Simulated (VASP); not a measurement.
Runs of VASP 6.6.1 on Te2Pt. The cell holds a slab with vacuum, 3 atoms: a = 3.971 Å, b = 3.971 Å, c = 20.601 Å, α = 90.00°, β = 90.00°, γ = 120.00°. 

```tsv
task	level	potentials or basis	spin	cell	k mesh	cutoff (eV)	grid for exact exchange (PRECFOCK)	dipole correction	screening parameter	gap on the mesh (eV)	relaxed volume (Å³/atom)	largest force (eV/Å)	work function (eV)
band structure	HSE06	VASP PAW PBE potentials, release 64 (Te, Pt)	off	P-3m1, 93.77 Å³/atom	6 × 6 × 1	520	Fast	yes	0.2 1/A	(a)	-	0.37	-
relaxation of cell and atoms	PBEsol	VASP PAW PBE potentials, release 64 (Te, Pt)	off	relaxed	9 × 9 × 1	600	-	-	-	(c)	93.55	-	-
relaxation of cell and atoms	LDA	VASP PAW LDA potentials, release 64 (Te, Pt)	off	relaxed	9 × 9 × 1	600	-	-	-	0.68	92.29	-	-
relaxation of cell and atoms	PBE+D3(BJ)	VASP PAW PBE potentials, release 64 (Te, Pt)	off	relaxed	9 × 9 × 1	600	-	-	-	0.67	-	-	-
relaxation of cell and atoms	PBE	VASP PAW PBE potentials, release 64 (Te, Pt)	off	relaxed	9 × 9 × 1	600	-	-	-	0.74	95.99	-	-
band structure	PBE+D3(BJ)	VASP PAW PBE potentials, release 64 (Te, Pt)	SOC, no magnetisation	P-3m1, 93.77 Å³/atom	9 × 9 × 1	520	-	yes	-	-	-	0.03	(d)
band structure	HSE06	VASP PAW PBE potentials, release 64 (Te, Pt)	SOC, no magnetisation	P-3m1, 93.77 Å³/atom	6 × 6 × 1	520	Fast	yes	0.2 1/A	-	-	(b)	4.40
relaxation of cell and atoms	r2SCAN+rVV10	VASP PAW PBE potentials, release 64 (Te, Pt)	off	relaxed	9 × 9 × 1	600	-	-	-	0.80	-	-	-
```

Alike in all rows: smearing gaussian 0.03 eV.

Question: Estimate the missing entries.

Answer: (a) 1.33; (b) 0.33; (c) 0.72; (d) 4.14.

Caveats: spin-orbit coupling is left out, which moves the levels of the heavy elements (some runs); the PAW data sets were made with another functional, which shifts forces and pressure a little (some runs); the relaxation stopped at its first step, so nothing moved (some runs).

A k mesh can miss the band edges, and rows without SOC leave out spin-orbit coupling on Pt, Te.
